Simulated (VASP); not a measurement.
# La, self-consistent run: which settings are enough?

La, P6_3/mmc (no. 194), 2 atoms in the cell. PBE; PAW potentials La (PBE set). VASP 6.6.1.

Wanted: energy within 0.2 meV/atom; Fermi level within 0.005 eV.

What the run is for: comparing ways to start; Accuracy asked: tight.

POSCAR:
```
La
1.0
    3.7500000000      0.0000000000      0.0000000000
   -1.8750000000      3.2475952642      0.0000000000
    0.0000000000      0.0000000000      6.0700000000
La
2
Direct
    0.6666666667      0.3333333333      0.7500000000
    0.3333333333      0.6666666667      0.2500000000
```

## How the run starts (with a second run first, the time holds both)

| How the run starts (with a second run first, the time holds both) | Energy less reference (meV/atom) | Fermi level (eV) | Time (s) |
|---|---|---|---|
| from scratch: 14 SCF iterations | 0.00 | 7.9029 | 18 |
| density of a coarse mesh (ICHARG 1): 13 + 11 SCF iterations | 0.00 | 7.9028 | 23 |
| orbitals of a lower cutoff (ISTART 1): 13 + 13 SCF iterations | 0.00 | 7.9029 | 31 |
| orbitals of a loose run: 9 + 5 SCF iterations | 0.00 | 7.9029 | 21 |

## Question

For each series: keep the first row unless others stay within half of the tolerance and take at least 30 % less time, and then take the fastest.

## Answer

- How the run starts (with a second run first, the time holds both): from scratch: 14 SCF iterations

The chosen settings are those of the reference run.

## The input

INCAR:
```
SYSTEM = La
ALGO     = Normal         ! electronic algorithm
EDIFF    = 1E-6           ! SCF threshold, eV
ENCUT    = 400            ! plane-wave cutoff, eV
GGA      = PE             ! functional
GGA_COMPAT= .FALSE.      
ISIF     = 2              ! what is computed and relaxed
ISMEAR   = 1              ! smearing method
LASPH    = .TRUE.         ! aspherical terms in the spheres
LCHARG   = .FALSE.        ! write CHGCAR
LMAXMIX  = 6              ! l up to which the mixer works
LREAL    = .FALSE.        ! projectors in reciprocal space
LWAVE    = .FALSE.        ! write WAVECAR
NELM     = 200            ! most SCF steps
PREC     = Accurate       ! precision mode
SIGMA    = 0.1            ! smearing width, eV
```

KPOINTS:
```
k-points
0
Gamma
  10 10 6
```

Commands:
```
cat potpaw_PBE.64/La/POTCAR > POTCAR
mpirun -np 1 vasp_std > vasp.out
```

The chosen input took VASP 6.6.1 18 s on 1 core (Intel Xeon 6975P-C (Granite Rapids)), a shared host.

## An input that fails: restart asked without its files

VASP's message: ERROR: charge density could not be read from file CHGCAR for ICHARG>10.

Changes against the starting input:
```
- NELM = 200
+ NELM = 60
+ ICHARG = 11
```
